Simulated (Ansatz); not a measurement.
Below is a relaxed structure of SiO2. The cell was found from a structure generator's guess, not taken from experiment.

Method: DFT PBE, scalar-relativistic, plane waves, PAW in Ansatz. Cutoff 420 eV, Γ-centred mesh, Gaussian smearing, no spin polarisation.

```yaml
crystal:
  lattice:
    - [-1.76336, 1.76336, 4.26024]
    - [1.76336, -1.76336, 4.26024]
    - [1.76336, 1.76336, -4.26024]
  atoms:
    - { symbol: Si, position: [0.00000, 0.00000, 0.00000] }
    - { symbol: Si, position: [0.75000, 0.25000, 0.50000] }
    - { symbol: O, position: [0.79217, 0.79217, 0.00000] }
    - { symbol: O, position: [0.95783, 0.45783, 0.50000] }
    - { symbol: O, position: [0.54217, 0.04217, 0.50000] }
    - { symbol: O, position: [0.20783, 0.20783, 0.00000] }
```

Energies over the elements count from the elements' standard structures at the same level (O₂ as a molecule), with no fitted energy shifts.

Question: Find its symmetry and describe it.

Answer: I4_1/amd (No. 141), the anatase type. Conventional cell: a = 3.527 Å, c = 8.520 Å. Around Si lie 6 O at 1.77–1.80 Å; around O lie 3 Si at 1.77–1.80 Å.

Question: What is its formation energy per atom?

Answer: −2.543 eV/atom.

Question: Is it a metal?

Answer: No, the gap on the 10×10×10 mesh is 5.80 eV.

Question: From what recipe could a structure generator have reached it?

Answer: One such recipe: 3-, 6-connected net, the two elements on its two kinds of vertex (I4_1/amd, No. 141). Other recipes can lead to the same cell.

The last run used a 10×10×10 mesh for its 6-atom cell and Gaussian smearing of 0.02 eV. Kohn–Sham gaps at this level usually fall short of measured ones. A later test with randomly moved atoms came back to the same energy, though modes that don't fit the test's cell weren't probed. Another cell of SiO2 relaxed alike, in P6_422, lies 230 meV/atom lower, so this cell isn't the stable form at this level.
